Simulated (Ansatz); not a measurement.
# Arsenic, simple cubic under revPBE: ground state and equation of state

Aim: take arsenic in the simple cubic structure, relax it, solve it on a dense k-mesh, then scale the cell to 7 volumes from 88 to 112 % of the relaxed one and try a fit of the equation of state. Spin polarisation is left out. The k-meshes are 12×12×12 for the relaxation; 19×19×19 for the dense run; 13×13×13 for the volumes.

Program: Ansatz 0.2.0. Level of theory: DFT revPBE, plane waves (420 eV) with PAW, scalar-relativistic; PBE-made PAW files. These are calculated values, not measurements.

## (1) Starting point

Symmetry: Pm-3m, No. 221, cubic system. Conventional cell: a = 2.704 Å, b = 2.704 Å, c = 2.704 Å, α = 90.00°, β = 90.00°, γ = 90.00°. As (site symmetry m-3m) is surrounded by 6 As at 2.70 Å.

As a file:

```cif
data_structure
_symmetry_space_group_name_H-M 'Pm-3m'
_symmetry_Int_Tables_number 221
_cell_length_a 2.7037
_cell_length_b 2.7037
_cell_length_c 2.7037
_cell_angle_alpha 90.000
_cell_angle_beta 90.000
_cell_angle_gamma 90.000
_cell_volume 19.76
loop_
_atom_site_label
_atom_site_type_symbol
_atom_site_symmetry_multiplicity
_atom_site_Wyckoff_symbol
_atom_site_fract_x
_atom_site_fract_y
_atom_site_fract_z
_atom_site_occupancy
As1 As 1 a 0.00000 0.00000 0.00000 1
```

## (2) Relaxation of the cell

Input file input.yaml:

```yaml
crystal:
  lattice:
    - [2.703744177, 0.0, 0.0]
    - [0.0, 2.703744177, 0.0]
    - [0.0, 0.0, 2.703744177]
  atoms:
    - { symbol: As, position: [0.0, 0.0, 0.0] }
hamiltonian:
  xc: revpbe
  pseudopotentials:
    kind: paw
    azcp:
      As: "pseudopotentials/As.paw.azcp"
basis:
  ecutwfc: 420
  fft_grid_basis: typed
kpoints:
  mp_grid: { grid: [12, 12, 12], shift: [0, 0, 0] }
magnetization:
  spin_polarized: false
scf:
  occupations: { method: fermi_dirac, width: 0.1 }
relax:
  max_steps: 60
  f_tol: 0.01
  cell: {}
```

The runs that follow: The energy on a finer k-mesh; Equation of state: 88 %; Equation of state: 92 %; Equation of state: 96 %; Equation of state: 100 %; Equation of state: 104 %; Equation of state: 108 %; Equation of state: 112 %.

What does the calculation give? Wanted: space group; conventional cell; volume; shortest distance; gap on the mesh; relative to grey arsenic; V₀, B₀, B₀′.

As calculated:

```
                      quantity                         value
space group (spins left aside)               Pm-3m (No. 221)
             conventional cell                   a = 2.748 Å
                        volume                20.752 Å³/atom
             shortest distance                       2.748 Å
               gap on the mesh  none (levels filled in part)
 relative to grey arsenic (A7)                 +199 meV/atom
                   V₀, B₀, B₀′   20.640 Å³/atom, 77 GPa, 4.6
```

What this shows: From the guessed start the volume grew by 5.0 % in 5 steps. It lies 199 meV/atom above the element's reference form at the same level (grey arsenic (A7), from a run of its own). No gap shows: it is a metal or semimetal at this level. The fitted modulus is 77 GPa. Relaxation kept the symmetry; phonons were not checked.
